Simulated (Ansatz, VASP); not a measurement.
CdS in VASP and in Ansatz

File INCAR:

```
PREC = Accurate ; ENCUT = 600
EDIFF = 1E-6 ; ISMEAR = -1
SIGMA = 0.05 ; LREAL = False
LASPH = True ; NELM = 60
ALGO = Normal ; ISIF = 3
LWAVE = False ; LCHARG = False
IBRION = 2 ; NSW = 60
EDIFFG = -0.01
```

The input KPOINTS:

```
Automatic mesh
0
Gamma
  8 8 8
```

Contents of POSCAR:

```
CdS
1.0
    0.0000000000      2.7532440000      2.7532440000
    2.7532440000      0.0000000000      2.7532440000
    2.7532440000      2.7532440000      0.0000000000
Cd S
1 1
Direct
    0.0000000000      0.0000000000      0.0000000000
    0.5000000000      0.5000000000      0.5000000000
```

The input input.yaml:

```yaml
crystal:
  lattice:
    - [0.0, 2.753244, 2.753244]
    - [2.753244, 0.0, 2.753244]
    - [2.753244, 2.753244, 0.0]
  atoms:
    - { symbol: Cd, position: [0.0, 0.0, 0.0] }
    - { symbol: S, position: [0.5, 0.5, 0.5] }
hamiltonian:
  xc: lda
  pseudopotentials: { kind: paw }
kpoints:
  mp_grid: { grid: [8, 8, 8] }
scf:
  occupations: { method: fermi_dirac, width: 0.05 }
output:
  forces: true
  stress: true
  eigenvalues: true
relax:
  f_tol: 0.01
  max_steps: 40
  cell: { stress_tol: 0.05 }
```

Measurements of this composition are mostly on another form, of space group No. 186.

Alike in both runs: task relaxation of cell and atoms; functional LDA; k mesh 8 × 8 × 8; occupations fermi-dirac, width 0.05 eV; no spin polarisation.

|  | VASP | Ansatz |
| --- | --- | --- |
| version | VASP 6.6.1 | Ansatz 0.2.0 |
| potentials or method | VASP PAW LDA potentials, release 64 (Cd, S) | Ansatz PAW |
| plane-wave cutoff (eV) | 600 | 420 |
| valence electrons in the cell | 18 | 26 |

|  | VASP | Ansatz | Ansatz less VASP |
| --- | --- | --- | --- |
| gap on the k mesh at the Fermi level, each at its own relaxed structure (eV) | none | none | - |
| relaxed volume (Å³/atom) | 19.18 | 19.03 | -0.146 |
| relaxed cell length with the largest relative difference (Å) | 3.785 | 3.776 | -0.0097 |
| energy change over the relaxation (meV/atom) | -37 | -43 | -6.3 |

A gap of «none» marks a metal or a gap that the smearing closes. The two sets of potentials don't hold the same shells in valence.

Caveats: the plane-wave basis is chosen anew once the cell has moved, so the energies of steps on either side of that aren't comparable (Ansatz); the PAW data sets come from PBE, with cores solved anew for the run's functional, which leaves a small shift of forces and pressure (Ansatz).
